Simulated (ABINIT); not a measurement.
A run of ABINIT 10.8.3 (patched build):

The input run.abi:

```
# Datasets: one volume each
ndtset 7
getwfk -1
scalecart1 3*0.9795861087
scalecart2 3*0.9864848297
scalecart3 3*0.9932883884
scalecart4 3*1.0000000000
scalecart5 3*1.0066227096
scalecart6 3*1.0131594038
scalecart7 3*1.0196128224

# Pseudopotentials
pp_dirpath "./"
pseudos "Ti.upf, C.upf"

# Structure
acell 5.7878323139 5.7878323139 5.7878323139
rprim
     0.0000000000     0.7071067812     0.7071067812
     0.7071067812     0.0000000000     0.7071067812
     0.7071067812     0.7071067812     0.0000000000
ntypat 2
znucl 22 6
natom 2
typat 1 2
xred
     0.0000000000     0.0000000000     0.0000000000
     0.5000000000     0.5000000000     0.5000000000

# Plane-wave basis
ecut 42.0

# k points
kptopt 1
ngkpt 11 11 11
nshiftk 1
shiftk 0.0 0.0 0.0

# Exchange and correlation
ixc 11

# Bands and occupations
nband 12
occopt 3
tsmear 0.00183747

# SCF cycle
nstep 100
tolvrs 1.0e-10

# Output
iomode 3
prtwf 1
prtden 0
prteig 0
prtebands 0
enunit 1
```

Potentials or basis: Ansatz NC PBE.

Launch:

```sh
$ abinit run.abi > log 2>&1
```

Hardware: 1 thread of Arm Neoverse V1, with other jobs on the host.

**Question.** Estimate the wall time of this run.

**Answer.** Run time: 4.6 min on 1 thread of Arm Neoverse V1, on a shared host, peak memory 0.12 GiB. Counts: scf iterations 73, mpi ranks 1, k points 56, bands 12, plane waves 1696.
